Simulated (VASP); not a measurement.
# Ga (C2/c) in VASP: further runs

The runs below take Ga through single point, with PBE.

All numbers are computed with VASP 6.6.1; they aren't measurements. Logs are shortened: lines on timing, memory, paths and dates and some standing lists are left out, and cuts for length are marked.

### 1 Starting point

Symmetry: C2/c, No. 15, monoclinic system. Conventional cell: a = 2.766 Å, b = 8.053 Å, c = 3.332 Å, α = 90.00°, β = 92.02°, γ = 90.00°. Ga (site symmetry 2) has 8 Ga at 2.69 to 2.92 Å as nearest neighbours.

This isn't the form of Ga at room conditions, which is orthorhombic.

### 2 Single point, PBE

INCAR

```
PREC = Accurate
ENCUT = 450
EDIFF = 1E-6
ISMEAR = 0
SIGMA = 0.02
LREAL = False
LASPH = True
NELM = 100
ALGO = Normal
ISIF = 2
LWAVE = False
LCHARG = False
GGA = PE
NBANDS = 20
ADDGRID = False
```

KPOINTS

```
regular mesh
0
Gamma
  11 11 9
```

POSCAR

```
Ga
1.0
    1.3830000000     -4.0265000000      0.0000000000
    1.3830000000      4.0265000000      0.0000000000
   -0.1174474948      0.0000000000      3.3299294416
Ga
2
Direct
    0.1310000000      0.8690000000      0.7500000000
    0.8690000000      0.1310000000      0.2500000000
```

Potentials or basis: VASP PAW PBE potentials, release 64 (Ga_d).

Started as:

```bash
> cat potpaw_PBE.64/Ga_d/POTCAR > POTCAR
> mpirun -np 1 vasp_std > vasp.out
```

OUTCAR:

```text
PREC = Accurate
   ENCUT = 450
   EDIFF = 1E-6
   ISMEAR = 0
   LREAL = False
   LASPH = True
   NELM = 100
   ISIF = 2
   GGA = PE

 Found    300 irreducible k-points:

 Following reciprocal coordinates:
            Coordinates               Weight
  0.000000  0.000000  0.000000      1.000000
  0.090909 -0.000000  0.000000      4.000000
  0.181818  0.000000 -0.000000      4.000000
  0.272727 -0.000000  0.000000      4.000000
  0.363636 -0.000000 -0.000000      4.000000
  0.454545 -0.000000  0.000000      4.000000
   k-points           NKPTS =    300   k-points in BZ     NKDIM =    300   number of bands    NBANDS=     20
   number of dos      NEDOS =    301   number of ions     NIONS =      2
   total plane-waves  NPLWV =  21600
   dimension x,y,z NGX =    30 NGY =   30 NGZ =   24
   dimension x,y,z NGXF=    60 NGYF=   60 NGZF=   48
   ions per type =               2
   NGX,Y,Z   is equivalent  to a cutoff of  11.71, 11.71, 11.97 a.u.
   NGXF,Y,Z  is equivalent  to a cutoff of  23.43, 23.43, 23.95 a.u.
 SYSTEM =  unknown system
   PREC   = accura    normal or accurate (medium, high low for compatibility)
   ISTART =      0    job   : 0-new  1-cont  2-samecut
   ICHARG =      2    charge: 1-file 2-atom 10-const
   ISPIN  =      1    spin polarized calculation?
   LNONCOLLINEAR =      F non collinear calculations
   LSORBIT =      F    spin-orbit coupling
   LASPH  =      T    aspherical Exc in radial PAW
   ENCUT  =  450.0 eV  33.07 Ry    5.75 a.u.   7.36  7.36  5.76*2*pi/ulx,y,z
   NELM   =    100;   NELMIN=  2; NELMDL= -5     # of ELM steps
   EDIFF  = 0.1E-05   stopping-criterion for ELM
[... 8 lines left out ...]
   TEBEG  =    0.0;   TEEND  =   0.0 temperature during run
   PSTRESS=    0.0 pullay stress
   NELECT =      26.0000    total number of electrons
   NUPDOWN=      -1.0000    fix difference up-down
   EMIN   =  10.00;   EMAX   =-10.00  energy-range for DOS
   EFERMI =   0.00;   METHOD = LEGACY
   ISMEAR =     0;   SIGMA  =   0.02  broadening in eV -4-tet -1-fermi 0-gaus
   EFERMI_NEDOS =   21; number of points for ismear=-14 and -15
   IALGO  =     38    algorithm
   IMIX   =      4    mixing-type and parameters
     AMIX     =   0.40;   BMIX     =  1.00
     AMIX_MAG =   1.60;   BMIX_MAG =  1.00
  volume/ion in A,a.u.               =      18.54       125.14
  Fermi-wavevector in a.u.,A,eV,Ry     =   1.454323  2.748273 28.777089  2.115056
  Thomas-Fermi vector in A             =   2.571487
   LORBIT       =      0    0 simple, 1 ext, 2 COOP (PROOUT), +10 PAW based schemes
   GGA     = PE    functional components
   LHFCALC =     F    Hartree Fock is set to
   AEXX    =    0.0000 exact exchange contribution
   IVDW    =     0    specifies the selected vdW correction
   LEPSILON=     F    determine dielectric tensor
   LRPA    =     F    only Hartree local field effects (RPA)
 non-spin polarized calculation
 Gauss-broadening in eV      SIGMA  =   0.02
  energy-cutoff  :      450.00
  volume of cell :       37.09
 maximum number of plane-waves:       825
 NGX is ok and might be reduce to    30
   NGX = 15   NGY = 15   NGZ = 11

 number of electron      25.9999982 magnetization

 Free energy of the ion-electron system (eV)
  ---------------------------------------------------
  ext. energy  EPLUGINS =         0.00000000
  ---------------------------------------------------
  free energy    TOTEN  =        -5.76369759 eV

  energy without entropy =       -5.76354646  energy(sigma->0) =       -5.76362203

 E-fermi :   5.7352     XC(G=0): -11.0571

 val. band max:        5.7223037924   @ k =   0.3636   0.0909   0.4444
 cond. band min:       5.7351945129   @ k =  -0.2727  -0.4545   0.2222
 fundamental gap:      0.0128907205
 Fermi energy:         5.7351702029

 k-point     1 :       0.0000    0.0000    0.0000
  band No.  band energies     occupation
      1      -9.5032      2.00000
      2      -9.4929      2.00000
      3      -9.4552      2.00000
      4      -9.4319      2.00000
      5      -9.1582      2.00000
      6      -9.1570      2.00000
      7      -9.1286      2.00000
      8      -9.1259      2.00000
      9      -9.1139      2.00000
     10      -8.9780      2.00000
     11      -5.5713      2.00000
     12       3.5649      2.00000
     13       4.0338      2.00000
     14       7.2905      0.00000
     15      11.0911      0.00000
     16      15.3564      0.00000
     17      15.8459      0.00000
     18      16.0759      0.00000
     19      16.3807      0.00000
     20      18.7568      0.00000

 k-point     2 :       0.0909   -0.0000    0.0000
  band No.  band energies     occupation
      1      -9.4965      2.00000
      2      -9.4797      2.00000
      3      -9.4375      2.00000
      4      -9.3997      2.00000
      5      -9.1736      2.00000
      6      -9.1717      2.00000
      7      -9.1401      2.00000
      8      -9.1369      2.00000
      9      -9.1160      2.00000
     10      -8.9809      2.00000
     11      -5.3874      2.00000
     12       3.1272      2.00000
     13       4.8023      2.00000
     14       7.4862      0.00000
     15      11.2592      0.00000
     16      12.9732      0.00000
     17      14.0881      0.00000
     18      15.8115      0.00000
     19      16.7252      0.00000
     20      19.5573      0.00000

 k-point     3 :       0.1818    0.0000   -0.0000
  band No.  band energies     occupation
      1      -9.4790      2.00000
      2      -9.4502      2.00000
      3      -9.3890      2.00000
      4      -9.3186      2.00000
      5      -9.2151      2.00000
      6      -9.2098      2.00000
      7      -9.1632      2.00000
      8      -9.1615      2.00000
      9      -9.1239      2.00000
     10      -8.9902      2.00000
     11      -4.8314      2.00000
     12       2.8396      2.00000
     13       6.0537      0.00000
     14       8.0622      0.00000
     15       9.7399      0.00000
     16      11.5296      0.00000
     17      11.8822      0.00000
     18      15.7215      0.00000
     19      16.8963      0.00000
     20      20.4840      0.00000

 k-point     4 :       0.2727   -0.0000    0.0000
  band No.  band energies     occupation
      1      -9.4574      2.00000
      2      -9.4179      2.00000
      3      -9.3371      2.00000
      4      -9.2980      2.00000
      5      -9.2699      2.00000
      6      -9.1892      2.00000
      7      -9.1834      2.00000
      8      -9.1650      2.00000
      9      -9.1350      2.00000
     10      -9.0056      2.00000
     11      -3.8971      2.00000
     12       2.8524      2.00000
     13       6.6378      0.00000
     14       7.5371      0.00000
     15       8.9985      0.00000
     16       9.5759      0.00000
     17      12.7108      0.00000
     18      15.6441      0.00000
     19      17.1207      0.00000
     20      19.9117      0.00000

 k-point     5 :       0.3636   -0.0000   -0.0000
  band No.  band energies     occupation
      1      -9.4400      2.00000
      2      -9.4031      2.00000
      3      -9.3382      2.00000
      4      -9.3222      2.00000
      5      -9.3086      2.00000
      6      -9.2046      2.00000
      7      -9.1628      2.00000
      8      -9.1514      2.00000
      9      -9.0655      2.00000
     10      -9.0238      2.00000
     11      -2.5903      2.00000
     12       2.8783      2.00000
     13       4.3094      2.00000
     14       7.1525      0.00000
     15       9.8152      0.00000
     16      10.2837      0.00000
     17      13.9890      0.00000
     18      15.3127      0.00000
     19      16.9837      0.00000
     20      18.1636      0.00000

 k-point     6 :       0.4545   -0.0000    0.0000
  band No.  band energies     occupation
      1      -9.4302      2.00000
      2      -9.4172      2.00000
      3      -9.3586      2.00000
      4      -9.3271      2.00000
      5      -9.3159      2.00000
      6      -9.2079      2.00000
      7      -9.1681      2.00000
      8      -9.1321      2.00000
      9      -9.0377      2.00000
     10      -9.0020      2.00000
     11      -0.9785      2.00000
     12       1.2800      2.00000
     13       4.1803      2.00000
     14       5.9137      0.00000
     15      11.1731      0.00000
     16      11.8435      0.00000
     17      14.3532      0.00000
     18      15.3759      0.00000
     19      15.7105      0.00000
     20      17.7796      0.00000

 [... further k-points ...]

------------------------ aborting loop because EDIFF is reached ----------------------------------------

  FORCE on cell =-STRESS in cart. coord.  units (eV):
  Direction    XX          YY          ZZ          XY          YZ          ZX
  --------------------------------------------------------------------------------------
  -------------------------------------------------------------------------------------
  Total        0.3243624      0.3509714      0.4867719      0.0000000      0.0000000      0.0705677
  in kB       14.0128402     15.1623788     21.0291251      0.0000000      0.0000000      3.0486078
  external PRESSURE =      16.7347813 kB  Pullay stress =       0.0000000 kB

 VOLUME and BASIS-vectors are now :
 -----------------------------------------------------------------------------
  energy-cutoff  :      450.00
  volume of cell :       37.09
      direct lattice vectors                 reciprocal lattice vectors
     1.383000000 -4.026500000  0.000000000     0.361532899 -0.124177325  0.012751361
     1.383000000  4.026500000  0.000000000     0.361532899  0.124177325  0.012751361
    -0.117447495  0.000000000  3.329929442     0.000000000  0.000000000  0.300306663

 POSITION                                       TOTAL-FORCE (eV/Angst)
 -----------------------------------------------------------------------------------
      1.29491      2.97156      2.49745        -0.000000     -0.234900      0.000000
      1.35364     -2.97156      0.83248         0.000000      0.234900     -0.000000
 -----------------------------------------------------------------------------------
    total drift:                                0.000000      0.000000     -0.000000

  FREE ENERGIE OF THE ION-ELECTRON SYSTEM (eV)
  ---------------------------------------------------
  free  energy   TOTEN  =        -5.7636975892 eV

  energy  without entropy=       -5.7635464642  energy(sigma->0) =       -5.76362203
```

Run time: 2.9 min. Hardware: 1 thread of Intel Xeon Platinum 8259CL at 2.50GHz (Skylake/Cascade Lake), shared host; peak memory 0.26 GiB.

The run converged, but some of its settings lie outside the range that counts as converged, so its numbers aren't taken as properties of the crystal.

Results:

* Free energy: -5.7637 eV
* Pressure: 1.7 GPa
* Largest force: 0.235 eV/Å
* Band gap on the k mesh: none (metal or under the smearing width)

### 3 Single point, PBE

INCAR is that of step 2.

KPOINTS is that of step 2.

POSCAR

```
Ga
1.0
    1.3830000000     -4.0265000000      0.0000000000
    1.3830000000      4.0265000000      0.0000000000
   -0.1174474948      0.0000000000      3.3299294416
Ga
2
Direct
    0.0863460000      0.8268100000      0.7848140000
    0.8777350000      0.1376800000      0.2531650000
```

Potentials or basis: VASP PAW PBE potentials, release 64 (Ga_d).

Started as:

```bash
> cat potpaw_PBE.64/Ga_d/POTCAR > POTCAR
> mpirun -np 1 vasp_std > vasp.out
```

Wall time 4.4 min (1 thread of Intel Xeon Platinum 8259CL at 2.50GHz (Skylake/Cascade Lake), shared host); peak memory 0.36 GiB.

The run converged, but some of its settings lie outside the range that counts as converged, so its numbers aren't taken as properties of the crystal.

What came out:

* Free energy: -5.7475 eV
* Pressure: 1.9 GPa
* Largest force: 0.368 eV/Å
* Band gap on the k mesh: none (metal or under the smearing width)

### 4 Single point, PBE

Edit INCAR of step 3 so:

```diff
@@ -1,2 +1,2 @@
-PREC = Accurate
+PREC = Low
 ENCUT = 450
@@ -4,3 +4,3 @@
 ISMEAR = 0
-SIGMA = 0.02
+SIGMA = 0.15
 LREAL = False
```

KPOINTS is that of step 3.

POSCAR

```
Ga
1.0
    1.3830000000     -4.0265000000      0.0000000000
    1.3830000000      4.0265000000      0.0000000000
   -0.1174474948      0.0000000000      3.3299294416
Ga
2
Direct
    0.1310000000      0.8690000000      0.7500000000
    0.8690000000      0.1310000000      0.2500000000
```

Potentials or basis: VASP PAW PBE potentials, release 64 (Ga_d).

Started as:

```bash
> cat potpaw_PBE.64/Ga_d/POTCAR > POTCAR
> mpirun -np 1 vasp_std > vasp.out
```

OUTCAR:

```text
PREC = Low
   ENCUT = 450
   EDIFF = 1E-6
   ISMEAR = 0
   LREAL = False
   LASPH = True
   NELM = 100
   ISIF = 2
   GGA = PE

 Found    300 irreducible k-points:

 Following reciprocal coordinates:
            Coordinates               Weight
  0.000000  0.000000  0.000000      1.000000
  0.090909 -0.000000  0.000000      4.000000
  0.181818  0.000000 -0.000000      4.000000
  0.272727 -0.000000  0.000000      4.000000
  0.363636 -0.000000 -0.000000      4.000000
  0.454545 -0.000000  0.000000      4.000000
   k-points           NKPTS =    300   k-points in BZ     NKDIM =    300   number of bands    NBANDS=     20
   number of dos      NEDOS =    301   number of ions     NIONS =      2
   total plane-waves  NPLWV =  10368
   dimension x,y,z NGX =    24 NGY =   24 NGZ =   18
   dimension x,y,z NGXF=    24 NGYF=   24 NGZF=   18
   ions per type =               2
   NGX,Y,Z   is equivalent  to a cutoff of   9.37,  9.37,  8.98 a.u.
   NGXF,Y,Z  is equivalent  to a cutoff of   9.37,  9.37,  8.98 a.u.
 SYSTEM =  unknown system
   PREC   = low       normal or accurate (medium, high low for compatibility)
   ISTART =      0    job   : 0-new  1-cont  2-samecut
   ICHARG =      2    charge: 1-file 2-atom 10-const
   ISPIN  =      1    spin polarized calculation?
   LNONCOLLINEAR =      F non collinear calculations
   LSORBIT =      F    spin-orbit coupling
   LASPH  =      T    aspherical Exc in radial PAW
   ENCUT  =  450.0 eV  33.07 Ry    5.75 a.u.   7.36  7.36  5.76*2*pi/ulx,y,z
   NELM   =    100;   NELMIN=  2; NELMDL= -5     # of ELM steps
   EDIFF  = 0.1E-05   stopping-criterion for ELM
[... 8 lines left out ...]
   TEBEG  =    0.0;   TEEND  =   0.0 temperature during run
   PSTRESS=    0.0 pullay stress
   NELECT =      26.0000    total number of electrons
   NUPDOWN=      -1.0000    fix difference up-down
   EMIN   =  10.00;   EMAX   =-10.00  energy-range for DOS
   EFERMI =   0.00;   METHOD = LEGACY
   ISMEAR =     0;   SIGMA  =   0.15  broadening in eV -4-tet -1-fermi 0-gaus
   EFERMI_NEDOS =   21; number of points for ismear=-14 and -15
   IALGO  =     38    algorithm
   IMIX   =      4    mixing-type and parameters
     AMIX     =   0.40;   BMIX     =  1.00
     AMIX_MAG =   1.60;   BMIX_MAG =  1.00
  volume/ion in A,a.u.               =      18.54       125.14
  Fermi-wavevector in a.u.,A,eV,Ry     =   1.454323  2.748273 28.777089  2.115056
  Thomas-Fermi vector in A             =   2.571487
   LORBIT       =      0    0 simple, 1 ext, 2 COOP (PROOUT), +10 PAW based schemes
   GGA     = PE    functional components
   LHFCALC =     F    Hartree Fock is set to
   AEXX    =    0.0000 exact exchange contribution
   IVDW    =     0    specifies the selected vdW correction
   LEPSILON=     F    determine dielectric tensor
   LRPA    =     F    only Hartree local field effects (RPA)
 non-spin polarized calculation
 Gauss-broadening in eV      SIGMA  =   0.15
  energy-cutoff  :      450.00
  volume of cell :       37.09
 maximum number of plane-waves:       825
   NGX = 15   NGY = 15   NGZ = 11

 number of electron      26.0001231 magnetization

 Free energy of the ion-electron system (eV)
  ---------------------------------------------------
  ext. energy  EPLUGINS =         0.00000000
  ---------------------------------------------------
  free energy    TOTEN  =        -5.78054246 eV

  energy without entropy =       -5.77230866  energy(sigma->0) =       -5.77642556

 E-fermi :   5.7310     XC(G=0): -11.0533

 val. band max:        5.7243720302   @ k =   0.3636   0.0909   0.4444
 cond. band min:       5.7383111142   @ k =  -0.2727  -0.4545   0.2222
 fundamental gap:      0.0139390840
 Fermi energy:         5.7309885821

 k-point     1 :       0.0000    0.0000    0.0000
  band No.  band energies     occupation
      1      -9.5019      2.00000
      2      -9.4929      2.00000
      3      -9.4546      2.00000
      4      -9.4316      2.00000
      5      -9.1571      2.00000
      6      -9.1571      2.00000
[... 12 lines left out ...]
     19      16.3850      0.00000
     20      18.7600      0.00000

 k-point     2 :       0.0909   -0.0000    0.0000
  band No.  band energies     occupation
      1      -9.4952      2.00000
      2      -9.4797      2.00000
      3      -9.4370      2.00000
      4      -9.3993      2.00000
      5      -9.1730      2.00000
      6      -9.1714      2.00000
[... 12 lines left out ...]
     19      16.7302      0.00000
     20      19.5590      0.00000
[... 51 lines left out ...]
      3      -9.3382      2.00000
      4      -9.3212      2.00000
      5      -9.3083      2.00000
      6      -9.2035      2.00000
[... 12 lines left out ...]
     19      16.9891      0.00000
     20      18.1677      0.00000

 k-point     6 :       0.4545   -0.0000    0.0000
  band No.  band energies     occupation
      1      -9.4289      2.00000
      2      -9.4172      2.00000
      3      -9.3577      2.00000
      4      -9.3271      2.00000
      5      -9.3157      2.00000
      6      -9.2068      2.00000
[... 12 lines left out ...]
     19      15.7178      0.00000
     20      17.7851      0.00000

 [... further k-points ...]

------------------------ aborting loop because EDIFF is reached ----------------------------------------

  FORCE on cell =-STRESS in cart. coord.  units (eV):
  Direction    XX          YY          ZZ          XY          YZ          ZX
  --------------------------------------------------------------------------------------
  -------------------------------------------------------------------------------------
  Total        0.3238186      0.4605118      0.4798067      0.0000000      0.0000000      0.0806779
  in kB       13.9893460     19.8946576     20.7282193      0.0000000      0.0000000      3.4853829
  external PRESSURE =      18.2040743 kB  Pullay stress =       0.0000000 kB

 VOLUME and BASIS-vectors are now :
 -----------------------------------------------------------------------------
  energy-cutoff  :      450.00
  volume of cell :       37.09
      direct lattice vectors                 reciprocal lattice vectors
     1.383000000 -4.026500000  0.000000000     0.361532899 -0.124177325  0.012751361
     1.383000000  4.026500000  0.000000000     0.361532899  0.124177325  0.012751361
    -0.117447495  0.000000000  3.329929442     0.000000000  0.000000000  0.300306663

 POSITION                                       TOTAL-FORCE (eV/Angst)
 -----------------------------------------------------------------------------------
      1.29491      2.97156      2.49745        -0.000000     -0.223566     -0.000000
      1.35364     -2.97156      0.83248         0.000000      0.223566      0.000000
 -----------------------------------------------------------------------------------
    total drift:                                0.000000     -0.000000     -0.000000

  FREE ENERGIE OF THE ION-ELECTRON SYSTEM (eV)
  ---------------------------------------------------
  free  energy   TOTEN  =        -5.7805424629 eV

  energy  without entropy=       -5.7723086580  energy(sigma->0) =       -5.77642556
```

OSZICAR:

```text
N       E                     dE             d eps       ncg     rms          rms(c)
DAV:   1     0.123144795327E+03    0.12314E+03   -0.12261E+04 12824   0.227E+03
DAV:   2     0.453640397400E+01   -0.11861E+03   -0.11572E+03 12448   0.355E+02
DAV:   3    -0.568011012468E+01   -0.10217E+02   -0.10169E+02 13544   0.885E+01
DAV:   4    -0.582696630948E+01   -0.14686E+00   -0.14678E+00 13604   0.118E+01
DAV:   5    -0.582954731035E+01   -0.25810E-02   -0.25809E-02 13660   0.153E+00    0.141E+00
DAV:   6    -0.578920900030E+01    0.40338E-01   -0.88354E-02 16280   0.489E+00    0.731E-01
DAV:   7    -0.578139128028E+01    0.78177E-02   -0.17396E-02 17168   0.181E+00    0.203E-01
DAV:   8    -0.578052322084E+01    0.86806E-03   -0.22109E-03 13164   0.643E-01    0.195E-02
DAV:   9    -0.578054164659E+01   -0.18426E-04   -0.10492E-04 13552   0.101E-01    0.758E-03
DAV:  10    -0.578054246289E+01   -0.81630E-06   -0.61717E-06 13188   0.278E-02
   1 F= -.57805425E+01 E0= -.57764256E+01  d E =-.823380E-02
```

Run time: 62 s. Hardware: 1 thread of Intel Xeon Platinum 8259CL at 2.50GHz (Skylake/Cascade Lake), shared host; peak memory 0.22 GiB.

These settings aren't checked as converged: the numbers below hold their error.

What came out:

| Item | Value |
| --- | --- |
| Free energy | -5.7805 eV |
| Pressure | 1.8 GPa |
| Largest force | 0.224 eV/Å |
| Band gap on the k mesh | none (metal or under the smearing width) |

[end of part 1 of 2]
